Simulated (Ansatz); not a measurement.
Reactions of CH₆N₂OSi, SMILES `N=C(N)O[SiH3]`.

Isolated molecules relaxed with PBE0-D4/def2-TZVP in Ansatz; ΔE leaves out vibrations. CCSD(T)/CBS adds triple-zeta CCSD(T) − MP2 to the extrapolated MP2 energy (def2 sets, frozen cores). This one scheme is used for every species. Functionals use def2-TZVPP. Elements past krypton have def2 core potentials. For Br, Ga, Te outer-core shells are correlated without core-valence functions, which leaves a few kJ/mol of doubt a bond. Scalar relativity is left out up to krypton. One conformer a species, not always the lowest.

```json
{"reaction": "`N=C(N)O[SiH3]` + `OC(F)[SiH3]` → `FC([SiH3])O[SiH3]` + `N=C(N)O`", "MP2/CBS(def2) (kJ/mol)": "-1", "PBE0-D4 (kJ/mol)": "-1", "CCSD(T)/CBS(def2) (kJ/mol)": "-1"}
{"reaction": "`N=C(N)O[SiH3]` + `C=[CH][AlH][CH3]` → `C=[CH][AlH][CH2][SiH3]` + `N=C(N)O`", "MP2/CBS(def2) (kJ/mol)": "69", "PBE0-D4 (kJ/mol)": "59", "CCSD(T)/CBS(def2) (kJ/mol)": "68"}
{"reaction": "`N=C(N)O[SiH3]` + `C[SiH2][TeH]` → `C[SiH2][Te][SiH3]` + `N=C(N)O`", "MP2/CBS(def2) (kJ/mol)": "8", "PBE0-D4 (kJ/mol)": "4", "CCSD(T)/CBS(def2) (kJ/mol)": "15"}
{"reaction": "`N=C(N)O[SiH3]` + `CBN` → `CB(N)[SiH3]` + `N=C(N)O`", "MP2/CBS(def2) (kJ/mol)": "104", "PBE0-D4 (kJ/mol)": "82", "CCSD(T)/CBS(def2) (kJ/mol)": "98"}
{"reaction": "`N=C(N)O[SiH3]` + `C[O][Ga]([OH])[Br]` → `C[O][Ga]([Br])[O][SiH3]` + `N=C(N)O`", "MP2/CBS(def2) (kJ/mol)": "-17", "PBE0-D4 (kJ/mol)": "-18", "CCSD(T)/CBS(def2) (kJ/mol)": "-17"}
{"reaction": "`N=C(N)O[SiH3]` + H–F → `N=C(N)F` + silanol", "MP2/CBS(def2) (kJ/mol)": "15", "PBE0-D4 (kJ/mol)": "4", "CCSD(T)/CBS(def2) (kJ/mol)": "11"}
{"reaction": "`N=C(N)O[SiH3]` + `N=C([SiH3])S` → `N=C([SiH3])S[SiH3]` + `N=C(N)O`", "MP2/CBS(def2) (kJ/mol)": "29", "PBE0-D4 (kJ/mol)": "20", "CCSD(T)/CBS(def2) (kJ/mol)": "31"}
```

Largest T1 diagnostic: 0.014, for `N=C([SiH3])S[SiH3]`.
